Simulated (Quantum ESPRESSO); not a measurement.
TiO2 in Quantum ESPRESSO: convergence with k mesh

Input of the first run (k mesh 1 × 1 × 1); the others differ in this setting and in those tied to it:

The input pw.in:

```
&CONTROL
  calculation = 'scf'
  prefix = 'pwscf'
  outdir = './tmp'
  pseudo_dir = './pseudo'
  tprnfor = .true.
  tstress = .true.
  disk_io = 'nowf'
/
&SYSTEM
  ibrav = 0
  nat = 6
  ntyp = 2
  ecutwfc = 84
  nbnd = 33
  occupations = 'smearing'
  smearing = 'mp'
  degauss = 0.00367493
/
&ELECTRONS
  conv_thr = 1.2d-09
  electron_maxstep = 120
  mixing_beta = 0.5
/
ATOMIC_SPECIES
Ti    47.8670 Ti.upf
O     15.9990 O.upf
CELL_PARAMETERS angstrom
   4.5998373239    0.0000000000    0.0000000000
   0.0000000000    4.5998373239    0.0000000000
   0.0000000000    0.0000000000    2.9592135600
ATOMIC_POSITIONS crystal
Ti     0.0048800000    0.0059330000    0.5042600000
Ti     0.4997220000    0.5162390000    0.0025260000
O      0.2800320000    0.3172930000    0.4945660000
O      0.1583440000    0.7757130000    0.0144830000
O      0.7721820000    0.2219970000   -0.0099360000
O      0.7032300000    0.7148930000    0.4941310000
K_POINTS automatic
1 1 1 0 0 0
```

Potentials or basis: PseudoDojo 0.4.1 SR PBE standard.

Run with:

```sh
$ OMP_NUM_THREADS=1 pw.x -in pw.in > pw.out
```

The cell isn't the ideal one: atoms moved at random, drawn with an rms of 0.15 Å.

The cell comes from a database or a generator and needn't be the stable form of this composition.

Hardware: 1 thread of Arm Neoverse V1, on a shared host.

Problem. The values tried are 1 × 1 × 1, 1 × 1 × 2, 2 × 2 × 3, 2 × 2 × 4, 3 × 3 × 4, 3 × 3 × 5, 4 × 4 × 6, 4 × 4 × 7, loosest first. From which on does the gap on the mesh stay within 0.01 eV of the tightest run that finished?

Solution. From 3 × 3 × 4 on.

```tsv
k mesh	energy less the tightest run, at zero smearing (meV/atom)	pressure (GPa)	largest force (eV/Å)	gap on the mesh (eV)	SCF cycles	CPU time (s)	peak memory (GiB)
1 × 1 × 1	1037.93	18.86	8.075	0.740	16	6.2	0.07
1 × 1 × 2	155.46	4.56	2.447	1.281	17	12	0.08
2 × 2 × 3	12.71	2.58	2.137	1.529	15	37	0.09
2 × 2 × 4	8.73	2.58	2.102	1.537	15	56	0.11
3 × 3 × 4	1.45	2.37	2.085	1.558	15	86	0.12
3 × 3 × 5	0.30	2.34	2.081	1.560	15	100	0.14
4 × 4 × 6	0.04	2.34	2.080	1.561	15	240	0.22
4 × 4 × 7	0.00	2.34	2.079	1.561	15	270	0.23
```

Against the tightest run, the energy stays within 1 meV/atom from 3 × 3 × 5 on; the pressure stays within 0.1 GPa from 3 × 3 × 4 on; the largest force stays within 0.005 eV/Å from 3 × 3 × 5 on. Meshes of other sizes hit other points, so gaps and Fermi surfaces needn't settle smoothly. The tightest run that finished is the yardstick and may itself not be fully converged.

Caveat, for the tightest run too: this smearing can shift energies of a crystal with a gap; an odd mesh through Γ misses points on the zone boundary, where band edges often lie.
